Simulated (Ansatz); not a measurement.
**Magnetic orders of CuO**

These are results of DFT PBE, scalar-relativistic, plane waves, PAW (Ansatz), not measurements.

```cif
data_structure
_symmetry_space_group_name_H-M 'P 1'
_symmetry_Int_Tables_number 1
_cell_length_a 5.9310
_cell_length_b 5.9310
_cell_length_c 5.9310
_cell_angle_alpha 29.571
_cell_angle_beta 29.571
_cell_angle_gamma 29.571
_cell_volume 44.98
loop_
_atom_site_label
_atom_site_type_symbol
_atom_site_fract_x
_atom_site_fract_y
_atom_site_fract_z
_atom_site_occupancy
Cu1 Cu 0.00000 0.00000 0.00000 1
Cu2 Cu 0.50000 0.50000 0.50000 1
O1 O 0.10616 0.10616 0.10616 1
O2 O 0.89384 0.89384 0.89384 1
```

| Item | Value |
| --- | --- |
| plane-wave cutoff | 420 eV |
| Γ-centred k-mesh | 18×18×18 |
| occupation rule | Gaussian smearing, 0.1 eV |
| list of starting moments (μB, in atom order) | 0 1 0 0 |
| check for lower electronic states after the SCF | off |

Each order was relaxed in cell and atoms. Site moments are spin moments in atom-centred spheres that scale with the neighbour distance. The states are those that the runs reached from these starts; a lower one can exist. No antiferromagnetic start is among these.

Problem. Starts tried: no spin; ferromagnetic. Which state comes out lowest, and what are the moments?

Solution. Of the states reached here, with no antiferromagnetic start among them, the lowest is ferromagnetic, reached from the start “ferromagnetic”, with site moments (μB) Cu +0.15, Cu +0.65, O +0.26 (×2).

```json
{"start": "no spin", "ends": "non-magnetic", "energy above lowest (meV/atom)": "7.16", "site moments (μB)": "none over 0.05", "gap on mesh (eV)": "metal", "volume (Å³/atom)": "11.30"}
{"start": "ferromagnetic", "ends": "ferromagnetic", "energy above lowest (meV/atom)": "0.00", "site moments (μB)": "Cu +0.15, Cu +0.65, O +0.26 (×2)", "gap on mesh (eV)": "metal", "volume (Å³/atom)": "11.24"}
```

This form isn't the usual stable structure of the compound.

Cost: 2 runs of about 11 core-minutes in all, on Arm Neoverse V1 (shared hosts).